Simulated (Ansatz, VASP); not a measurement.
# TiPt3 in VASP and in Ansatz

Contents of POSCAR:

```
TiPt3
1.0
    3.9245256000      0.0000000000      0.0000000000
    0.0000000000      3.9245256000      0.0000000000
    0.0000000000      0.0000000000      3.9245256000
Ti Pt
1 3
Direct
    0.0000000000      0.0000000000      0.0000000000
    0.5000000000      0.5000000000      0.0000000000
    0.5000000000      0.0000000000      0.5000000000
    0.0000000000      0.5000000000      0.5000000000
```

INCAR.step1

```
PREC = Accurate ; ENCUT = 520
ISMEAR = -1 ; SIGMA = 0.05
LREAL = F ; LASPH = T
NELM = 100 ; NBANDS = 29
GGA = PE ; ALGO = Normal
EDIFF = 1E-4 ; LWAVE = T
LCHARG = F
```

Contents of INCAR.step2:

```
PREC = Accurate ; ENCUT = 520
EDIFF = 1E-8 ; ISMEAR = -1
SIGMA = 0.05 ; LREAL = F
LASPH = T ; NELM = 100
ALGO = Normal ; ISIF = 2
LWAVE = F ; LCHARG = F
METAGGA = R2SCAN ; LMIXTAU = T
LEFG = T ; NBANDS = 29
ISTART = 1
```

File KPOINTS:

```
regular mesh
0
Gamma
  9 9 9
```

Input for Ansatz:

```yaml
crystal:
  lattice:
    - [3.9245256, 0.0, 0.0]
    - [0.0, 3.9245256, 0.0]
    - [0.0, 0.0, 3.9245256]
  atoms:
    - { symbol: Ti, position: [0.0, 0.0, 0.0] }
    - { symbol: Pt, position: [0.5, 0.5, 0.0] }
    - { symbol: Pt, position: [0.5, 0.0, 0.5] }
    - { symbol: Pt, position: [0.0, 0.5, 0.5] }
kpoints:
  mp_grid: { grid: [9, 9, 9] }
  band_path:
    path:
      - [0.0, 0.0, 0.0]
      - [0.0, 0.5, 0.0]
      - [0.5, 0.5, 0.0]
      - [0.0, 0.0, 0.0]
      - [0.5, 0.5, 0.5]
      - [0.0, 0.5, 0.0]
      - [0.5, 0.5, 0.5]
      - [0.5, 0.5, 0.0]
    npoints: 14
scf:
  occupations: { method: fermi_dirac, width: 0.05 }
hamiltonian:
  xc: r2scan
  pseudopotentials: { kind: paw }
output:
  forces: true
  stress: true
  eigenvalues: true
  efg: { contact_densities: true }
  populations: true
  bader: true
  dos: { projected: true, de: 0.2, e_range: [-14, 8] }
  write_density: true
  write_potential: true
  elf: true
  volumetric_format: npy
```

Alike in both runs: task electric field gradients; functional r2SCAN; k mesh 9 × 9 × 9; occupations fermi-dirac, width 0.05 eV; no spin polarisation.

|  | VASP | Ansatz |
| --- | --- | --- |
| version | VASP 6.6.1 | Ansatz 0.2.0 |
| potentials or method | VASP PAW PBE potentials, release 64 (Ti_sv, Pt) | PAW with Ansatz's default frozen-core files, scalar-relativistic |
| plane-wave cutoff (eV) | 520 | 500 |
| valence electrons in the cell | 42 | 66 |

Ansatz gave:

- pressure (GPa): -0.7
- Vzz of the field gradient on the site that differs most (V/Å²): -81.4

What did VASP give for the same quantities?

Pressure (GPa): 0.0; Vzz of the field gradient on the site that differs most (V/Å²): -56.2.

With one functional, cell and mesh, what is left measures potentials, basis and numerics. The two sets of potentials don't hold the same shells in valence. Ansatz warned: «gradients_without_spin_orbit».

Caveats: the PAW data sets were made with another functional, which shifts forces and pressure a little (VASP). Spin-orbit coupling is left out, which matters for the levels of Pt.
